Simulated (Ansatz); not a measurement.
# Sn: the order of phases at one pressure

Aim: bring Sn in several structures (bcc, hcp, dhcp, omega, beta tin) to one pressure and rank them by enthalpy. The pressure is set by scaling the first phase. The runs shown use LAPW. Companion runs by PAW are cited.

Computed with Ansatz 0.2.0 (DFT, PBE, all-electron LAPW, scalar-relativistic, unless a step's input says otherwise).

## (1) The system as given

It takes space group Im-3m (No. 229, cubic). Conventional cell: a = 3.710 Å, b = 3.710 Å, c = 3.710 Å, α = 90.00°, β = 90.00°, γ = 90.00°. Around Sn (site symmetry m-3m) lie 8 Sn at 3.21 Å.

Coordinates:

```xyz
1
Lattice="-1.8549 1.8549 1.8549 1.8549 -1.8549 1.8549 1.8549 1.8549 -1.8549" Properties=species:S:1:pos:R:3 pbc="T T T"
Sn    0.0000    0.0000    0.0000
```

## (2) Bcc relaxed under pressure, LAPW

input.yaml reads:

```yaml
crystal:
  lattice:
    - [-1.8549170423, 1.8549170423, 1.8549170423]
    - [1.8549170423, -1.8549170423, 1.8549170423]
    - [1.8549170423, 1.8549170423, -1.8549170423]
  atoms:
    - { symbol: Sn, position: [0.0, 0.0, 0.0] }
kpoints:
  mp_grid: { grid: [15, 15, 15] }
scf:
  occupations: { method: fermi_dirac, width: 0.1 }
hamiltonian:
  xc: pbe
  pseudopotentials: { kind: all_electron, lapw: { basis_error: 0.0005 } }
output:
  forces: true
  stress: true
  eigenvalues: true
relax:
  f_tol: 0.005
  max_steps: 12
  cell: { p_target: 4.4, stress_tol: 0.03 }
```

The run is started by

```sh
ansatz run input.yaml --threads 1 --pin off --max-ram 3584MiB --backend cpu --events-out ev --progress --plain --runs-dir out
```

The program printed, cut to the lines that bear on the results:

```text
[...]
LAPW: plane waves up to 7.455 Å⁻¹, error target 5.0e-4 eV per atom; small_component_spin mean_spin; Sn in spheres of 1.558 Å, 22 of its electrons in bands, Dirac shells []
[...]
Pseudopotentials: kind: all_electron
Pseudopotential: Sn, LAPW, valence charge 22, Koelling and Harmon's equation, gaussian nucleus
Functional definition: PBE
[...]
Crystal: 1 atoms, lattice volume = 25.529 Å³
Basis set: ecut = 211.75673947173294 eV, 177 PW (Γ), exchange–correlation at level 2
Bands: 15, of which v1, the nominal top of the filled ones, is band 11 counted from 1 (10 counted from 0)
Symmetry: 48 space group operations
Space group: Im-3m (ITA 229), of the structure as read, at distance tolerance 2.9e-5 Å
k-points: 120 of 3375
[...]
SCF iter   1: F=—  HF=-168089.359132 eV  |F-HF|=—  |Δ(HF+E_count)|=         —  Δρ=6.12e-3  dr2=6.21e-3  ethr=2.79e-5  ⟨swp⟩=3.6  Hψ=13072  notcnv=0
[...]
relax step   1: F+E_penalty+E_count = -168089.34458567 eV  Δ(F+E_penalty+E_count) = +0.000e0 eV  max|allowed force component| = 0.000e0 eV/Å  Δτ_max = 0.0000 Å  P = +4.413 GPa  Ω = 25.529 Å³  (7 SCF iters, accepted)
[...]
relax step   2: F+E_penalty+E_count = -168089.34458567 eV  Δ(F+E_penalty+E_count) = -1.193e-9 eV  max|allowed force component| = 0.000e0 eV/Å  Δτ_max = 0.0000 Å  P = +4.413 GPa  Ω = 25.529 Å³  stress off target by 1.34e-2 GPa  SCF on the basis re-selected at this cell (its energy is not [...]
SCF converged after 2 iterations
Free energy (F): -168089.344586 eV
[...]
E sigma→0 (E₀):  -168089.334938 eV
Entropy (-TS):   -0.019296 eV (-19.296 meV/atom)
Fermi energy:    14.938993 eV
[...]
--- Forces (eV/Å), atoms counted from 1 ---
  atom   1  Sn    -0.00000000     0.00000000    -0.00000000
[...]
--- Stress (GPa, compression-positive) ---
        4.413443       0.000000       0.000000
        0.000000       4.413443      -0.000000
        0.000000      -0.000000       4.413443
  P = ⅓ Tr σ = 4.4134 GPa (44.134 kbar)
--- Band table (eV; the first three rows and the last of 120) ---
  k-point 0: bands = ["-114.5468", "-70.3298", "-70.3298", "-70.3298", "-6.6703", "-6.6703", "-6.6703", "-6.5036", "-6.5036", "3.3896", "23.5192", "23.5192", "23.5192", "27.1642", "27.1642"]
[...]
--- Relaxed structure (1 steps of the walk, 1 accepted, 1 SCFs on fresh bases) ---
  F+E_penalty+E_count = -168089.34458567 eV   max|allowed force component| = 0.000e0 eV/Å   (the final SCF, on the basis selected at the relaxed cell)
  cell:  # Å, volume = 25.5290 Å³
    - [-1.8549170423, 1.8549170423, 1.8549170423]
    - [1.8549170423, -1.8549170423, 1.8549170423]
    - [1.8549170423, 1.8549170423, -1.8549170423]
  atoms:
    - { symbol: Sn, position: [0.0, 0.0, 0.0] }
```

Wall time 12 s (1 thread of Arm Neoverse V2, shared host); peak memory 0.3 GiB.

The steps of the relaxation:

| step | energy from step 1 (eV/cell) | largest force component (eV/Å) | pressure (GPa) | volume (Å³) |
| --- | --- | --- | --- | --- |
| 1 | 0.0000 | 0.0000 | 4.41 | 25.53 |
| 2 | 0.0000 | 0.0000 | 4.41 | 25.53 |

Step 1 is the start. Step 2 repeats the geometry before on a plane-wave basis chosen anew for that cell, so the energy can jump there without any move; the table keeps such jumps.

| input's cell | before | after | change |
| --- | --- | --- | --- |
| a (Å) | 3.213 | 3.213 | +0.0 % |
| b (Å) | 3.213 | 3.213 | +0.0 % |
| c (Å) | 3.213 | 3.213 | +0.0 % |
| volume (Å³/atom) | 25.53 | 25.53 | +0.0 % |

Read from it: pressure 4.41 GPa; no gap.

## (3) Hcp relaxed under pressure, LAPW

input.yaml reads:

```yaml
crystal:
  lattice:
    - [3.3402611876, 0.0, 0.0]
    - [-1.6701305938, 2.8927510438, 0.0]
    - [0.0, 0.0, 5.3175104833]
  atoms:
    - { symbol: Sn, position: [0.3333333333, 0.6666666667, 0.25] }
    - { symbol: Sn, position: [0.6666666667, 0.3333333333, 0.75] }
kpoints:
  mp_grid: { grid: [13, 13, 7] }
scf:
  occupations: { method: fermi_dirac, width: 0.1 }
hamiltonian:
  xc: pbe
  pseudopotentials: { kind: all_electron, lapw: { basis_error: 0.0005 } }
output:
  forces: true
  stress: true
  eigenvalues: true
relax:
  f_tol: 0.005
  max_steps: 12
  cell: { p_target: 4.4, stress_tol: 0.03 }
```

The run is started by

```sh
ansatz run input.yaml --threads 1 --pin off --max-ram 3584MiB --backend cpu --events-out ev --progress --plain --runs-dir out
```

The program printed, cut to the lines that bear on the results:

```text
[...]
LAPW: plane waves up to 7.247 Å⁻¹, error target 5.0e-4 eV per atom; small_component_spin mean_spin; Sn in spheres of 1.593 Å, 22 of its electrons in bands, Dirac shells []
[...]
[... 3 set-up lines as earlier in the session ...]
[...]
Crystal: 2 atoms, lattice volume = 51.381 Å³
Basis set: ecut = 200.1177771995728 eV, 313 PW (Γ), exchange–correlation at level 2
Bands: 27, of which v1, the nominal top of the filled ones, is band 22 counted from 1 (21 counted from 0)
Symmetry: 24 space group operations
Space group: P63/mmc (ITA 194), of the structure as read, at distance tolerance 3.7e-5 Å
k-points: 84 of 1183
[...]
SCF iter   1: F=—  HF=-336178.737613 eV  |F-HF|=—  |Δ(HF+E_count)|=         —  Δρ=5.29e-3  dr2=1.00e-2  ethr=2.26e-5  ⟨swp⟩=3.4  Hψ=16028  notcnv=0
[...]
Fermi energy:    14.874766 eV
[...]
--- Forces (eV/Å), atoms counted from 1 ---
  atom   1  Sn     0.00000000    -0.00000000    -0.00000000
  atom   2  Sn     0.00000000     0.00000000     0.00000000
[...]
--- Stress (GPa, compression-positive) ---
        4.394013       0.000000       0.000000
        0.000000       4.394013       0.000000
        0.000000       0.000000       4.406650
  P = ⅓ Tr σ = 4.3982 GPa (43.982 kbar)
--- Band table (eV; the first three rows and the last of 84) ---
[... band rows left out ...]
[...]
--- Relaxed structure (1 steps of the walk, 1 accepted, 1 SCFs on fresh bases) ---
  F+E_penalty+E_count = -336178.70841557 eV   max|allowed force component| = 1.388e-17 eV/Å   (the final SCF, on the basis selected at the relaxed cell)
  cell:  # Å, volume = 51.3807 Å³
    - [3.340261187636501, 0.0, 0.0]
    - [-1.6701305938182505, 2.8927510437683894, 0.0]
    - [0.0, 0.0, 5.3175104833]
  atoms:
    - { symbol: Sn, position: [0.33333333333333326, 0.6666666666666665, 0.25] }
    - { symbol: Sn, position: [0.6666666666666666, 0.33333333333333326, 0.75] }
```

It took 27 s on 1 thread of Arm Neoverse V2, shared host; peak memory 0.41 GiB.

Step by step:

| step | energy from step 1 (eV/cell) | largest force component (eV/Å) | pressure (GPa) | volume (Å³) |
| --- | --- | --- | --- | --- |
| 1 | 0.0000 | 0.0000 | 4.40 | 51.38 |
| 2 | 0.0000 | 0.0000 | 4.40 | 51.38 |

Step 1 is the start. Step 2 repeats the geometry before on a plane-wave basis chosen anew for that cell, so the energy can jump there without any move; the table keeps such jumps.

| input's cell | before | after | change |
| --- | --- | --- | --- |
| a (Å) | 3.340 | 3.340 | -0.0 % |
| b (Å) | 3.340 | 3.340 | -0.0 % |
| c (Å) | 5.318 | 5.318 | +0.0 % |
| volume (Å³/atom) | 25.69 | 25.69 | -0.0 % |

In short: pressure 4.40 GPa; no gap.

## (4) Dhcp at the cell that PAW relaxed, LAPW

input.yaml reads:

```yaml
crystal:
  lattice:
    - [3.302800189, 0.0, 0.0]
    - [-1.6514000945, 2.8603088673, 0.0]
    - [0.0, 0.0, 10.9146671235]
  atoms:
    - { symbol: Sn, position: [0.0, 0.0, 0.0] }
    - { symbol: Sn, position: [0.0, 0.0, 0.5] }
    - { symbol: Sn, position: [0.3333333333, 0.6666666667, 0.25] }
    - { symbol: Sn, position: [0.6666666667, 0.3333333333, 0.75] }
kpoints:
  mp_grid: { grid: [11, 11, 3] }
scf:
  occupations: { method: fermi_dirac, width: 0.1 }
hamiltonian:
  xc: pbe
  pseudopotentials: { kind: all_electron, lapw: { basis_error: 0.0005 } }
output:
  forces: true
  stress: true
  eigenvalues: true
  populations: true
```

The run is started by

```sh
ansatz run input.yaml --threads 1 --pin off --max-ram 3584MiB --backend cpu --events-out ev --progress --plain --runs-dir out
```

The program printed, cut to the lines that bear on the results:

```text
Sn: projections on atomic orbitals take those of the free atom 1s2 2s2 2p6 3s2 3p6 3d10 4s2 4p6 4d10 5s2 5p2, of charge +0.00 (hamiltonian.pseudopotentials.projection_atoms)
LAPW: plane waves up to 6.916 Å⁻¹, error target 5.0e-4 eV per atom; small_component_spin mean_spin; Sn in spheres of 1.651 Å, 22 of its electrons in bands, Dirac shells []
[...]
[... 3 set-up lines as earlier in the session ...]
[...]
Crystal: 4 atoms, lattice volume = 103.111 Å³
Basis set: ecut = 182.26090433114496 eV, 601 PW (Γ), exchange–correlation at level 2
Bands: 53, of which v1, the nominal top of the filled ones, is band 44 counted from 1 (43 counted from 0)
[... 1 set-up line as earlier in the session ...]
Space group: P63/mmc (ITA 194), of the structure as read, at distance tolerance 4.7e-5 Å
k-points: 32 of 363
[...]
SCF converged after 9 iterations
Free energy (F): -672357.443968 eV
[...]
E sigma→0 (E₀):  -672357.415293 eV
Entropy (-TS):   -0.057350 eV (-14.338 meV/atom)
Fermi energy:    14.834578 eV
[...]
--- Forces (eV/Å), atoms counted from 1 ---
  atom   1  Sn    -0.00000000    -0.00000000     0.00000000
  atom   2  Sn    -0.00000000    -0.00000000     0.00000000
  atom   3  Sn     0.00000000     0.00000000     0.00000000
  atom   4  Sn    -0.00000000    -0.00000000    -0.00000000
[...]
--- Stress (GPa, compression-positive) ---
        4.383594       0.000000       0.000000
        0.000000       4.383594       0.000000
        0.000000       0.000000       4.365165
  P = ⅓ Tr σ = 4.3775 GPa (43.775 kbar)
--- Band table (eV; the first three rows and the last of 32) ---
[...]
--- Löwdin populations: 4 sites ---
  site symbol       q [e]
     0     Sn     49.9735
     1     Sn     49.9735
     2     Sn     49.9567
     3     Sn     49.9567
  spilling = 0.000697 (of n_electrons = 200.000000)
```

It took 34 s on 1 thread of Arm Neoverse V2, shared host; peak memory 0.45 GiB.

In short: pressure 4.38 GPa; no gap.

## (5) Omega relaxed under pressure, LAPW

input.yaml reads:

```yaml
crystal:
  lattice:
    - [5.2763207765, 0.0, 0.0]
    - [-2.6381603882, 4.5694278309, 0.0]
    - [0.0, 0.0, 3.2054911333]
  atoms:
    - { symbol: Sn, position: [0.0, 0.0, 0.0] }
    - { symbol: Sn, position: [0.3333333333, 0.6666666667, 0.5] }
    - { symbol: Sn, position: [0.6666666667, 0.3333333333, 0.5] }
kpoints:
  mp_grid: { grid: [7, 7, 10] }
scf:
  occupations: { method: fermi_dirac, width: 0.1 }
hamiltonian:
  xc: pbe
  pseudopotentials: { kind: all_electron, lapw: { basis_error: 0.0005 } }
output:
  forces: true
  stress: true
  eigenvalues: true
relax:
  f_tol: 0.005
  max_steps: 12
  cell: { p_target: 4.4, stress_tol: 0.03 }
```

The run is started by

```sh
ansatz run input.yaml --threads 1 --pin off --max-ram 3584MiB --backend cpu --events-out ev --progress --plain --runs-dir out
```

The program printed, cut to the lines that bear on the results:

```text
[...]
LAPW: plane waves up to 7.972 Å⁻¹, error target 5.0e-4 eV per atom; small_component_spin mean_spin; Sn in spheres of 1.477 Å, 22 of its electrons in bands, Dirac shells []
[...]
[... 3 set-up lines as earlier in the session ...]
[...]
Crystal: 3 atoms, lattice volume = 77.284 Å³
Basis set: ecut = 242.13280295087517 eV, 669 PW (Γ), exchange–correlation at level 2
Bands: 40, of which v1, the nominal top of the filled ones, is band 33 counted from 1 (32 counted from 0)
[... 1 set-up line as earlier in the session ...]
Space group: P6/mmm (ITA 191), of the structure as read, at distance tolerance 4.3e-5 Å
k-points: 48 of 490
[...]
SCF iter   1: F=—  HF=-504268.072578 eV  |F-HF|=—  |Δ(HF+E_count)|=         —  Δρ=8.48e-3  dr2=6.96e-2  ethr=1.05e-4  ⟨swp⟩=3.0  Hψ=12754  notcnv=0
[...]
  atom   2  Sn     0.00000000    -0.00000000    -0.00000000
  atom   3  Sn    -0.00000000     0.00000000     0.00000000
[...]
--- Stress (GPa, compression-positive) ---
        4.378779      -0.000000      -0.000000
       -0.000000       4.378779       0.000000
       -0.000000       0.000000       4.415565
  P = ⅓ Tr σ = 4.3910 GPa (43.910 kbar)
--- Band table (eV; the first three rows and the last of 48) ---
[...]
--- Relaxed structure (1 steps of the walk, 1 accepted, 1 SCFs on fresh bases) ---
  F+E_penalty+E_count = -504268.01988005 eV   max|allowed force component| = 3.277e-18 eV/Å   (the final SCF, on the basis selected at the relaxed cell)
  cell:  # Å, volume = 77.2836 Å³
    - [5.276320776462683, -2.886766375569106e-11, 0.0]
    - [-2.6381603882063414, 4.5694278309467515, 0.0]
    - [0.0, 0.0, 3.2054911333]
  atoms:
    - { symbol: Sn, position: [0.0, 0.0, 0.0] }
    - { symbol: Sn, position: [0.33333333333333337, 0.6666666666666667, 0.5000000000000001] }
    - { symbol: Sn, position: [0.6666666666666667, 0.3333333333333334, 0.5000000000000001] }
```

Wall time 46 s (1 thread of Arm Neoverse V2, shared host); peak memory 0.46 GiB.

The steps of the relaxation:

| step | energy from step 1 (eV/cell) | largest force component (eV/Å) | pressure (GPa) | volume (Å³) |
| --- | --- | --- | --- | --- |
| 1 | 0.0000 | 0.0000 | 4.39 | 77.28 |
| 2 | 0.0000 | 0.0000 | 4.39 | 77.28 |

Step 1 is the start. Step 2 repeats the geometry before on a plane-wave basis chosen anew for that cell, so the energy can jump there without any move; the table keeps such jumps.

| input's cell | before | after | change |
| --- | --- | --- | --- |
| a (Å) | 5.276 | 5.276 | +0.0 % |
| b (Å) | 5.276 | 5.276 | +0.0 % |
| c (Å) | 3.205 | 3.205 | -0.0 % |
| volume (Å³/atom) | 25.76 | 25.76 | -0.0 % |

Read from it: pressure 4.39 GPa; no gap.

## (6) Beta tin relaxed under pressure, LAPW

input.yaml reads:

```yaml
crystal:
  lattice:
    - [-2.8945882038, 2.8945882038, 1.5710109884]
    - [2.8945882038, -2.8945882038, 1.5710109884]
    - [2.8945882038, 2.8945882038, -1.5710109884]
  atoms:
    - { symbol: Sn, position: [-0.375, -0.125, -0.25] }
    - { symbol: Sn, position: [0.375, 0.125, 0.25] }
kpoints:
  mp_grid: { grid: [14, 14, 14] }
scf:
  occupations: { method: fermi_dirac, width: 0.1 }
hamiltonian:
  xc: pbe
  pseudopotentials: { kind: all_electron, lapw: { basis_error: 0.0005 } }
output:
  forces: true
  stress: true
  eigenvalues: true
relax:
  f_tol: 0.005
  max_steps: 12
  cell: { p_target: 4.4, stress_tol: 0.03 }
```

The run is started by

```sh
ansatz run input.yaml --threads 1 --pin off --max-ram 3584MiB --backend cpu --events-out ev --progress --plain --runs-dir out
```

The program printed, cut to the lines that bear on the results:

```text
[...]
LAPW: plane waves up to 8.127 Å⁻¹, error target 5.0e-4 eV per atom; small_component_spin mean_spin; Sn in spheres of 1.455 Å, 22 of its electrons in bands, Dirac shells []
[...]
[... 3 set-up lines as earlier in the session ...]
[...]
Crystal: 2 atoms, lattice volume = 52.652 Å³
Basis set: ecut = 251.6686949572684 eV, 477 PW (Γ), FFT grids on a1+a2, a2, a3, exchange–correlation at level 2
Bands: 27, of which v1, the nominal top of the filled ones, is band 22 counted from 1 (21 counted from 0)
Symmetry: 16 space group operations
Space group: I41/amd (ITA 141), of the structure as read, at distance tolerance 3.7e-5 Å
k-points: 244 of 2744
[...]
  atom   1  Sn    -0.00000000     0.00000000     0.00000000
  atom   2  Sn     0.00000000    -0.00000000     0.00000000
[...]
--- Stress (GPa, compression-positive) ---
        4.403628       0.000000       0.000000
        0.000000       4.403628       0.000000
        0.000000       0.000000       4.401834
  P = ⅓ Tr σ = 4.4030 GPa (44.030 kbar)
--- Band table (eV; the first three rows and the last of 244) ---
[... band rows left out ...]
[...]
--- Relaxed structure (1 steps of the walk, 1 accepted, 1 SCFs on fresh bases) ---
  F+E_penalty+E_count = -336178.74832702 eV   max|allowed force component| = 4.337e-19 eV/Å   (the final SCF, on the basis selected at the relaxed cell)
  cell:  # Å, volume = 52.6517 Å³
    - [-2.8945882038, 2.8945882038, 1.5710109884]
    - [2.8945882038, -2.8945882038, 1.5710109884]
    - [2.8945882038, 2.8945882038, -1.5710109884]
  atoms:
    - { symbol: Sn, position: [-0.37500000000000006, -0.12499999999999999, -0.25000000000000006] }
    - { symbol: Sn, position: [0.37500000000000006, 0.12499999999999999, 0.25000000000000006] }
```

Wall time 97 s (1 thread of Arm Neoverse V2, shared host); peak memory 0.82 GiB.

The steps of the relaxation:

| step | energy from step 1 (eV/cell) | largest force component (eV/Å) | pressure (GPa) | volume (Å³) |
| --- | --- | --- | --- | --- |
| 1 | 0.0000 | 0.0000 | 4.40 | 52.65 |
| 2 | 0.0000 | 0.0000 | 4.40 | 52.65 |

Step 1 is the start. Step 2 repeats the geometry before on a plane-wave basis chosen anew for that cell, so the energy can jump there without any move; the table keeps such jumps.

| input's cell | before | after | change |
| --- | --- | --- | --- |
| a (Å) | 4.385 | 4.385 | -0.0 % |
| b (Å) | 4.385 | 4.385 | -0.0 % |
| c (Å) | 4.385 | 4.385 | -0.0 % |
| volume (Å³/atom) | 26.33 | 26.33 | -0.0 % |

Read from it: pressure 4.40 GPa; no gap.

## (7) Side by side

Rows by PAW come from runs of the same series that aren't printed here.

Enthalpy per atom, H = F + pV at p = 4.4 GPa, from each method's lowest phase:

| method | start | space group, start → end | volume (Å³/atom) | pressure (GPa) | enthalpy (meV/atom) |
| --- | --- | --- | --- | --- | --- |
| LAPW | bcc | Im-3m → Im-3m | 25.529 | 4.4 | 9.6 |
| LAPW | hcp | P6_3/mmc → P6_3/mmc | 25.690 | 4.4 | 4.4 |
| LAPW, at PAW's cell | dhcp | P6_3/mmc | 25.778 | 4.4 | 0.0 |
| LAPW | omega | P6/mmm → P6/mmm | 25.761 | 4.4 | 20.6 |
| LAPW | beta tin | I4_1/amd → I4_1/amd | 26.326 | 4.4 | 1.9 |
| PAW | bcc | Im-3m → Im-3m | 25.529 | 4.4 | 9.6 |
| PAW | hcp | P6_3/mmc → P6_3/mmc | 25.690 | 4.4 | 4.4 |
| PAW | dhcp | P6_3/mmc → P6_3/mmc | 25.778 | 4.4 | 0.0 |
| PAW | omega | P6/mmm → P6/mmm | 25.761 | 4.4 | 20.5 |
| PAW | beta tin | I4_1/amd → I4_1/amd | 26.326 | 4.4 | 1.7 |

## (8) Outcome

```
     quantity                              value
     pressure                            4.4 GPa
lowest (LAPW)  dhcp, 1.9 meV/atom under beta tin
 lowest (PAW)  dhcp, 1.7 meV/atom under beta tin
```

In words: By LAPW the order is dhcp < beta tin < hcp < bcc < omega; the first two lie within 1.9 meV/atom, too close to call. By PAW the order is dhcp < beta tin < hcp < bcc < omega; the first two lie within 1.7 meV/atom, too close to call. The methods agree on the lowest phase. Only these structures were tried, with electrons smeared by 0.1 eV and without vibrations, so the true ground state may be another. The k meshes differ between phases and weren't tested, which can move differences by some meV.
